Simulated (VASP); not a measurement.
# GeSb2Te4 (I-4m2) in VASP: notebook

The runs below take GeSb2Te4 through single point, with LDA.

Everything below comes from runs of VASP 6.6.1. Logs are shortened: lines on timing, memory, paths and dates and some standing lists are left out, and cuts for length are marked.

### Step 1. Starting point

The structure is tetragonal, space group I-4m2 (No. 119). Conventional cell: a = 6.119 Å, b = 6.119 Å, c = 12.103 Å, α = 90.00°, β = 90.00°, γ = 90.00°. Te (site symmetry 2mm) has 1 Ge at 3.00 Å and 3 Sb at 3.05 to 3.06 Å as nearest neighbours. Te (site symmetry 2mm) has 3 Sb at 3.05 to 3.06 Å and 2 Ge at 3.06 Å as nearest neighbours. Around Sb (site symmetry -4m2) lie 6 Te at 3.05 to 3.06 Å. Sb (site symmetry -4m2) has 6 Te at 3.05 to 3.06 Å as nearest neighbours. Around Ge (site symmetry -4m2) lie 6 Te at 3.00 to 3.06 Å.

The cell comes from a database or a generator and needn't be the stable form of this composition.

### Step 2. Single point, LDA, spin-orbit coupling, no magnetisation

Input file INCAR:

```
  ALGO = Normal
  EDIFF = 1E-7
  ENCUT = 280
  GGA_COMPAT = False
  ISIF = 2
  ISMEAR = 0
  LASPH = True
  LCHARG = False
  LORBIT = 11
  LREAL = False
  LSORBIT = True
  LWAVE = False
  MAGMOM = 0 0 0 0 0 0 0 0 0 0 0 0 0 0 0 0 0 0 0 0 0
  NBANDS = 64
  NELM = 100
  PREC = Accurate
  SIGMA = 0.02
```

Input file KPOINTS:

```
k-points
0
Gamma
  2 2 2
```

Input file POSCAR:

```
GeSb2Te4
1.0
   -3.0595750000      3.0595750000      6.0514150000
    3.0595750000     -3.0595750000      6.0514150000
    3.0595750000      3.0595750000     -6.0514150000
Te Sb Ge
4 2 1
Direct
    0.7518380000      0.7518380000      0.0000000000
    0.9983800000      0.4983800000      0.5000000000
    0.2481620000      0.2481620000      0.0000000000
    0.5016200000      0.0016200000      0.5000000000
    0.2500000000      0.7500000000      0.5000000000
    0.5000000000      0.5000000000      0.0000000000
    0.0000000000      0.0000000000      0.0000000000
```

Potentials or basis: VASP PAW LDA potentials, release 64 (Te, Sb, Ge_d).

Command:

```
$ cat potpaw_LDA.64/Te/POTCAR potpaw_LDA.64/Sb/POTCAR potpaw_LDA.64/Ge_d/POTCAR > POTCAR
$ mpirun -np 1 vasp_ncl > vasp.out
```

OUTCAR:

```text
EDIFF = 1E-7
   ENCUT = 280
   ISIF = 2
   ISMEAR = 0
   LASPH = True
   LORBIT = 11
   LREAL = False
   LSORBIT = True
   NELM = 100
   PREC = Accurate

 Found      4 irreducible k-points:

 Following reciprocal coordinates:
            Coordinates               Weight
  0.000000  0.000000  0.000000      1.000000
  0.500000  0.000000 -0.000000      4.000000
  0.500000  0.500000 -0.000000      2.000000
  0.500000  0.500000  0.500000      1.000000
   k-points           NKPTS =      4   k-points in BZ     NKDIM =      4   number of bands    NBANDS=     64
   number of dos      NEDOS =    301   number of ions     NIONS =      7
   total plane-waves  NPLWV =  74088
   dimension x,y,z NGX =    42 NGY =   42 NGZ =   42
   dimension x,y,z NGXF=    84 NGYF=   84 NGZF=   84
   ions per type =               4   2   1
   NGX,Y,Z   is equivalent  to a cutoff of   9.39,  9.39,  9.39 a.u.
   NGXF,Y,Z  is equivalent  to a cutoff of  18.77, 18.77, 18.77 a.u.
 SYSTEM =  unknown system
   PREC   = accura    normal or accurate (medium, high low for compatibility)
   ISTART =      0    job   : 0-new  1-cont  2-samecut
   ICHARG =      2    charge: 1-file 2-atom 10-const
   ISPIN  =      1    spin polarized calculation?
   LNONCOLLINEAR =      T non collinear calculations
   LSORBIT =      T    spin-orbit coupling
   LASPH  =      T    aspherical Exc in radial PAW
   ENCUT  =  280.0 eV  20.58 Ry    4.54 a.u.  10.15 10.15 10.15*2*pi/ulx,y,z
   NELM   =    100;   NELMIN=  2; NELMDL= -5     # of ELM steps
   EDIFF  = 0.1E-06   stopping-criterion for ELM
   LREAL  =      F    real-space projection
   EDIFFG = 0.1E-05   stopping-criterion for IOM
   NSW    =      0    number of steps for IOM
   IBRION =     -1    ionic relax: 0-MD 1-quasi-New 2-CG
   NFREE  =      0    steps in history (QN), initial steepest desc. (CG)
   ISIF   =      2    stress and relaxation
   ISYM   =      2    0-nonsym 1-usesym 2-fastsym
   POTIM  = 0.5000    time-step for ionic-motion
   TEBEG  =    0.0;   TEEND  =   0.0 temperature during run
   PSTRESS=    0.0 pullay stress
   NELECT =      48.0000    total number of electrons
   NUPDOWN=      -1.0000    fix difference up-down
   EMIN   =  10.00;   EMAX   =-10.00  energy-range for DOS
   EFERMI =   0.00;   METHOD = LEGACY
   ISMEAR =     0;   SIGMA  =   0.02  broadening in eV -4-tet -1-fermi 0-gaus
   EFERMI_NEDOS =   21; number of points for ismear=-14 and -15
   IALGO  =     38    algorithm
   IMIX   =      4    mixing-type and parameters
     AMIX     =   0.40;   BMIX     =  1.00
     AMIX_MAG =   1.60;   BMIX_MAG =  1.00
  volume/ion in A,a.u.               =      32.37       218.44
  Fermi-wavevector in a.u.,A,eV,Ry     =   0.975908  1.844199 12.958139  0.952396
  Thomas-Fermi vector in A             =   2.106485
   LORBIT       =     11    0 simple, 1 ext, 2 COOP (PROOUT), +10 PAW based schemes
[... 311 lines left out ...]
      0.00000      0.00000      9.09937        -0.000000      0.000000      0.021441
      0.00000      3.05958      6.03181         0.000000     -0.000000      0.380041
      0.00000      0.00000      3.00346        -0.000000      0.000000     -0.021441
      0.00000      3.05958      0.01961         0.000000     -0.000000     -0.380041
      3.05957      0.00000      3.02571        -0.000000      0.000000     -0.000000
      0.00000      0.00000      6.05142        -0.000000      0.000000      0.000000
      0.00000      0.00000      0.00000        -0.000000      0.000000      0.000000
 -----------------------------------------------------------------------------------
    total drift:                               -0.000000      0.000000      0.000000

  FREE ENERGIE OF THE ION-ELECTRON SYSTEM (eV)
  ---------------------------------------------------
  free  energy   TOTEN  =       -28.5984173911 eV

  energy  without entropy=      -28.5959736026  energy(sigma->0) =      -28.59719550

 Spin-Orbit-Coupling matrix elements

 Ion:    1  E_soc:     -0.2594191
 l=   1
     0.0000000    -0.0409941    -0.0417728
    -0.0409941     0.0000000    -0.0471524
    -0.0417728    -0.0471524     0.0000000
 l=   2
     0.0000000    -0.0000099     0.0000000     0.0000008     0.0000098
    -0.0000099     0.0000000     0.0001348    -0.0000405     0.0000424
     0.0000000     0.0001348     0.0000000     0.0000985     0.0000000
     0.0000008    -0.0000405     0.0000985     0.0000000    -0.0000262
     0.0000098     0.0000424     0.0000000    -0.0000262     0.0000000
 l=   3
     0.0000000     0.0000000     0.0000000     0.0000000     0.0000000     0.0000000     0.0000000
     0.0000000     0.0000000     0.0000000     0.0000000     0.0000000     0.0000000     0.0000000
     0.0000000     0.0000000     0.0000000     0.0000000     0.0000000     0.0000000     0.0000000
     0.0000000     0.0000000     0.0000000     0.0000000     0.0000000     0.0000000     0.0000000
[... 109 lines left out ...]
 l=   2
     0.0000000    -0.0001834     0.0000000    -0.0001834    -0.0007211
    -0.0001834     0.0000000    -0.0005387    -0.0001795    -0.0001800
     0.0000000    -0.0005387     0.0000000    -0.0005387     0.0000000
    -0.0001834    -0.0001795    -0.0005387     0.0000000    -0.0001800
    -0.0007211    -0.0001800     0.0000000    -0.0001800     0.0000000
 l=   3
     0.0000000     0.0000000     0.0000000     0.0000000     0.0000000     0.0000000     0.0000000
     0.0000000     0.0000000     0.0000000     0.0000000     0.0000000     0.0000000     0.0000000
     0.0000000     0.0000000     0.0000000     0.0000000     0.0000000     0.0000000     0.0000000
     0.0000000     0.0000000     0.0000000     0.0000000     0.0000000     0.0000000     0.0000000
     0.0000000     0.0000000     0.0000000     0.0000000     0.0000000     0.0000000     0.0000000
     0.0000000     0.0000000     0.0000000     0.0000000     0.0000000     0.0000000     0.0000000
     0.0000000     0.0000000     0.0000000     0.0000000     0.0000000     0.0000000     0.0000000

 total charge

# of ion       s       p       d       tot
------------------------------------------
    1        1.389   1.948   0.026   3.362
    2        1.394   1.928   0.037   3.359
    3        1.389   1.948   0.026   3.362
    4        1.394   1.928   0.037   3.359
    5        1.298   0.952   0.065   2.315
    6        1.248   1.030   0.059   2.337
    7        1.300   0.743  10.015  12.058
--------------------------------------------------
tot          9.411  10.477  10.265  30.153

 magnetization (x)

# of ion       s       p       d       tot
------------------------------------------
    1       -0.000   0.000  -0.000  -0.000
    2        0.000  -0.000   0.000   0.000
    3       -0.000   0.000  -0.000  -0.000
    4        0.000  -0.000  -0.000   0.000
    5        0.000   0.000   0.000   0.000
    6        0.000   0.000   0.000   0.000
    7       -0.000   0.000   0.000  -0.000
--------------------------------------------------
tot          0.000  -0.000  -0.000   0.000

 magnetization (y)

# of ion       s       p       d       tot
------------------------------------------
    1        0.000   0.000   0.000   0.000
    2       -0.000   0.000   0.000  -0.000
    3       -0.000   0.000   0.000  -0.000
    4       -0.000   0.000  -0.000  -0.000
    5        0.000  -0.000  -0.000  -0.000
    6        0.000  -0.000   0.000  -0.000
    7        0.000   0.000   0.000   0.000
--------------------------------------------------
tot         -0.000  -0.000  -0.000  -0.000

 magnetization (z)

# of ion       s       p       d       tot
------------------------------------------
    1       -0.000   0.000   0.000  -0.000
    2        0.000   0.000   0.000   0.000
    3        0.000  -0.000   0.000  -0.000
    4       -0.000   0.000  -0.000  -0.000
    5        0.000  -0.000  -0.000  -0.000
    6       -0.000   0.000  -0.000  -0.000
    7        0.000   0.000   0.000   0.000
--------------------------------------------------
tot         -0.000   0.000  -0.000  -0.000
```

Run time: 84 s. Hardware: 1 thread of Intel Xeon Platinum 8559C (Emerald Rapids), shared host; peak memory 0.41 GiB.

The run converged, but a check on its numbers failed (symmetry, net force, bounds or a known fault of this set-up), so they aren't taken as properties of the crystal.

Caveat: the k mesh is coarse (spacing up to 0.73 Å⁻¹), so the values aren't converged; the cutoff lies under the usual one of these potentials, so the numbers hold a large basis-set error.

### Step 3. Single point, LDA, spin-orbit coupling, no magnetisation

Edit INCAR of step 2 so:

```diff
@@ -2,3 +2,3 @@
   EDIFF = 1E-7
-  ENCUT = 280
+  ENCUT = 400
   GGA_COMPAT = False
```

Input file KPOINTS:

```
k-points
0
Gamma
  3 3 3
```

POSCAR is that of step 2.

Potentials or basis: VASP PAW LDA potentials, release 64 (Te, Sb, Ge_d).

Command:

```
$ cat potpaw_LDA.64/Te/POTCAR potpaw_LDA.64/Sb/POTCAR potpaw_LDA.64/Ge_d/POTCAR > POTCAR
$ mpirun -np 1 vasp_ncl > vasp.out
```

It took 3.5 min on 1 thread of Intel Xeon Platinum 8559C (Emerald Rapids), shared host; peak memory 0.64 GiB.

These settings aren't checked as converged: the numbers below hold their error.

What came out:

- Free energy: -30.6701 eV
- Pressure: -2.8 GPa
- Largest force: 0.168 eV/Å
- Valence electrons inside the program's atomic spheres: Te 3.35; Sb 2.34, 2.33; Ge 12.09

Caveat: the k mesh is coarse (spacing up to 0.48 Å⁻¹), so the values aren't converged.

### Step 4. Single point, LDA, spin-orbit coupling, no magnetisation

Edit INCAR of step 3 so:

```diff
@@ -1,3 +1,3 @@
   ALGO = Normal
-  EDIFF = 1E-7
+  EDIFF = 1E-4
   ENCUT = 400
```

Input file KPOINTS:

```
k-points
0
Gamma
  4 4 4
```

POSCAR is that of step 3.

Potentials or basis: VASP PAW LDA potentials, release 64 (Te, Sb, Ge_d).

Command:

```
$ cat potpaw_LDA.64/Te/POTCAR potpaw_LDA.64/Sb/POTCAR potpaw_LDA.64/Ge_d/POTCAR > POTCAR
$ mpirun -np 1 vasp_ncl > vasp.out
```

OUTCAR:

```text
EDIFF = 1E-4
   ENCUT = 400
   ISIF = 2
   ISMEAR = 0
   LASPH = True
   LORBIT = 11
   LREAL = False
   LSORBIT = True
   NELM = 100
   PREC = Accurate

 Found     16 irreducible k-points:

 Following reciprocal coordinates:
            Coordinates               Weight
  0.000000  0.000000  0.000000      1.000000
  0.250000  0.000000 -0.000000      4.000000
 -0.250000 -0.000000  0.000000      4.000000
  0.500000  0.000000 -0.000000      4.000000
  0.250000  0.250000 -0.000000      8.000000
  0.500000  0.250000 -0.000000      8.000000
   k-points           NKPTS =     16   k-points in BZ     NKDIM =     16   number of bands    NBANDS=     64
   number of dos      NEDOS =    301   number of ions     NIONS =      7
   total plane-waves  NPLWV = 125000
   dimension x,y,z NGX =    50 NGY =   50 NGZ =   50
   dimension x,y,z NGXF=   100 NGYF=  100 NGZF=  100
   ions per type =               4   2   1
   NGX,Y,Z   is equivalent  to a cutoff of  11.17, 11.17, 11.17 a.u.
   NGXF,Y,Z  is equivalent  to a cutoff of  22.35, 22.35, 22.35 a.u.
 SYSTEM =  unknown system
   PREC   = accura    normal or accurate (medium, high low for compatibility)
   ISTART =      0    job   : 0-new  1-cont  2-samecut
   ICHARG =      2    charge: 1-file 2-atom 10-const
   ISPIN  =      1    spin polarized calculation?
   LNONCOLLINEAR =      T non collinear calculations
   LSORBIT =      T    spin-orbit coupling
   LASPH  =      T    aspherical Exc in radial PAW
   ENCUT  =  400.0 eV  29.40 Ry    5.42 a.u.  12.13 12.13 12.13*2*pi/ulx,y,z
   NELM   =    100;   NELMIN=  2; NELMDL= -5     # of ELM steps
   EDIFF  = 0.1E-03   stopping-criterion for ELM
   LREAL  =      F    real-space projection
   EDIFFG = 0.1E-02   stopping-criterion for IOM
   NSW    =      0    number of steps for IOM
   IBRION =     -1    ionic relax: 0-MD 1-quasi-New 2-CG
   NFREE  =      0    steps in history (QN), initial steepest desc. (CG)
   ISIF   =      2    stress and relaxation
   ISYM   =      2    0-nonsym 1-usesym 2-fastsym
   POTIM  = 0.5000    time-step for ionic-motion
   TEBEG  =    0.0;   TEEND  =   0.0 temperature during run
   PSTRESS=    0.0 pullay stress
   NELECT =      48.0000    total number of electrons
   NUPDOWN=      -1.0000    fix difference up-down
   EMIN   =  10.00;   EMAX   =-10.00  energy-range for DOS
[... 463 lines left out ...]
  free  energy   TOTEN  =       -30.4251987678 eV

  energy  without entropy=      -30.4245838626  energy(sigma->0) =      -30.42489132

 Spin-Orbit-Coupling matrix elements

 Ion:    1  E_soc:     -0.2541360
 l=   1
     0.0000000    -0.0361950    -0.0473213
    -0.0361950     0.0000000    -0.0434535
    -0.0473213    -0.0434535     0.0000000
 l=   2
     0.0000000    -0.0000074     0.0000000    -0.0000080    -0.0000047
    -0.0000074     0.0000000    -0.0000251    -0.0000147    -0.0000136
     0.0000000    -0.0000251     0.0000000    -0.0000256     0.0000000
    -0.0000080    -0.0000147    -0.0000256     0.0000000     0.0000009
    -0.0000047    -0.0000136     0.0000000     0.0000009     0.0000000
 l=   3
     0.0000000     0.0000000     0.0000000     0.0000000     0.0000000     0.0000000     0.0000000
     0.0000000     0.0000000     0.0000000     0.0000000     0.0000000     0.0000000     0.0000000
     0.0000000     0.0000000     0.0000000     0.0000000     0.0000000     0.0000000     0.0000000
     0.0000000     0.0000000     0.0000000     0.0000000     0.0000000     0.0000000     0.0000000
[... 109 lines left out ...]
 l=   2
     0.0000000    -0.0001874     0.0000000    -0.0001874    -0.0007457
    -0.0001874     0.0000000    -0.0005621    -0.0001879    -0.0001897
     0.0000000    -0.0005621     0.0000000    -0.0005621     0.0000000
    -0.0001874    -0.0001879    -0.0005621     0.0000000    -0.0001897
    -0.0007457    -0.0001897     0.0000000    -0.0001897     0.0000000
 l=   3
     0.0000000     0.0000000     0.0000000     0.0000000     0.0000000     0.0000000     0.0000000
     0.0000000     0.0000000     0.0000000     0.0000000     0.0000000     0.0000000     0.0000000
     0.0000000     0.0000000     0.0000000     0.0000000     0.0000000     0.0000000     0.0000000
     0.0000000     0.0000000     0.0000000     0.0000000     0.0000000     0.0000000     0.0000000
     0.0000000     0.0000000     0.0000000     0.0000000     0.0000000     0.0000000     0.0000000
     0.0000000     0.0000000     0.0000000     0.0000000     0.0000000     0.0000000     0.0000000
     0.0000000     0.0000000     0.0000000     0.0000000     0.0000000     0.0000000     0.0000000

 total charge

# of ion       s       p       d       tot
------------------------------------------
    1        1.398   1.927   0.027   3.352
    2        1.405   1.908   0.035   3.348
    3        1.398   1.927   0.027   3.352
    4        1.405   1.908   0.035   3.348
    5        1.279   0.993   0.056   2.328
    6        1.272   1.017   0.052   2.341
    7        1.324   0.751  10.003  12.078
--------------------------------------------------
tot          9.482  10.431  10.234  30.147

 magnetization (x)

# of ion       s       p       d       tot
------------------------------------------
    1       -0.000   0.000   0.000  -0.000
    2        0.000   0.000   0.000   0.000
    3       -0.000   0.000   0.000  -0.000
    4        0.000   0.000  -0.000   0.000
    5        0.000   0.000  -0.000  -0.000
    6        0.000   0.000   0.000   0.000
    7        0.000   0.000   0.000   0.000
--------------------------------------------------
tot         -0.000   0.000  -0.000   0.000

 magnetization (y)

# of ion       s       p       d       tot
------------------------------------------
    1        0.000   0.000   0.000   0.000
    2        0.000  -0.000   0.000  -0.000
    3        0.000   0.000   0.000   0.000
    4        0.000   0.000   0.000   0.000
    5        0.000   0.000   0.000   0.000
    6        0.000   0.000  -0.000  -0.000
    7        0.000  -0.000   0.000  -0.000
--------------------------------------------------
tot          0.000  -0.000  -0.000  -0.000

 magnetization (z)

# of ion       s       p       d       tot
------------------------------------------
    1        0.000   0.000   0.000   0.000
    2        0.000   0.000   0.000   0.000
    3       -0.000  -0.000  -0.000  -0.000
    4       -0.000   0.000  -0.000  -0.000
    5        0.000   0.000   0.000   0.000
    6        0.000   0.000   0.000   0.000
    7       -0.000   0.000   0.000  -0.000
--------------------------------------------------
tot         -0.000  -0.000  -0.000  -0.000
```

OSZICAR:

```text
N       E                     dE             d eps       ncg     rms          rms(c)
DAV:   1     0.377567130983E+03    0.37757E+03   -0.14945E+04  2224   0.142E+03
DAV:   2     0.315037374732E+02   -0.34606E+03   -0.32790E+03  2256   0.353E+02
DAV:   3    -0.267760975269E+02   -0.58280E+02   -0.55866E+02  2416   0.132E+02
DAV:   4    -0.306283761266E+02   -0.38523E+01   -0.37303E+01  2448   0.391E+01
DAV:   5    -0.307874888258E+02   -0.15911E+00   -0.15814E+00  2832   0.804E+00    0.101E+01
DAV:   6    -0.304303737226E+02    0.35712E+00   -0.53696E-01  2400   0.381E+00    0.712E+00
DAV:   7    -0.304318565614E+02   -0.14828E-02   -0.22471E-01  2576   0.175E+00    0.365E+00
DAV:   8    -0.304258530822E+02    0.60035E-02   -0.11533E-02  2440   0.592E-01    0.108E+00
DAV:   9    -0.304253007643E+02    0.55232E-03   -0.41018E-03  2368   0.265E-01    0.309E-01
DAV:  10    -0.304251994387E+02    0.10133E-03   -0.82225E-04  2200   0.138E-01    0.114E-01
DAV:  11    -0.304251987678E+02    0.67096E-06   -0.80654E-05  1544   0.468E-02
   1 F= -.30425199E+02 E0= -.30424891E+02  d E =-.614905E-03  mag=     0.0000    -0.0000    -0.0000
```

stdout:

```text
POSCAR found type information on POSCAR TeSbGe
 POSCAR found :  3 types and       7 ions
 scaLAPACK will be used
 LDA part: xc-table for (Slater(with rela. corr.)+CA(PZ))
 , standard interpolation
 POSCAR, INCAR and KPOINTS ok, starting setup
 FFT: planning ... GRIDC
 FFT: planning ... GRID_SOFT
 FFT: planning ... GRID
 WAVECAR not read
 entering main loop
```

It took 6 min on 1 thread of Intel Xeon Platinum 8559C (Emerald Rapids), shared host; peak memory 0.72 GiB.

These settings aren't checked as converged: the numbers below hold their error.

What came out:

- Free energy: -30.4252 eV
- Pressure: -3.1 GPa
- Largest force: 0.107 eV/Å
- Valence electrons inside the program's atomic spheres: Te 3.35; Sb 2.33, 2.34; Ge 12.08

Caveat: the k mesh is coarse (spacing up to 0.36 Å⁻¹), so the values aren't converged.

### Step 5. Single point, LDA, spin-orbit coupling, no magnetisation

Edit INCAR of step 4 so:

```diff
@@ -1,4 +1,4 @@
   ALGO = Normal
-  EDIFF = 1E-4
-  ENCUT = 400
+  EDIFF = 1E-7
+  ENCUT = 520
   GGA_COMPAT = False
```

KPOINTS is that of step 4.

POSCAR is that of step 4.

Command:

```
$ cat potpaw_LDA.64/Te/POTCAR potpaw_LDA.64/Sb/POTCAR potpaw_LDA.64/Ge_d/POTCAR > POTCAR
$ mpirun -np 1 vasp_ncl > vasp.out
```

Wall time 13 min (1 thread of Intel Xeon Platinum 8559C (Emerald Rapids), shared host); peak memory 0.97 GiB.

These settings aren't checked as converged: the numbers below hold their error.

What came out:

* Free energy: -30.4261 eV
* Pressure: -3.0 GPa
* Largest force: 0.107 eV/Å
* Valence electrons inside the program's atomic spheres: Te 3.35; Sb 2.33, 2.34; Ge 12.08

Caveat: the k mesh is coarse (spacing up to 0.36 Å⁻¹), so the values aren't converged.
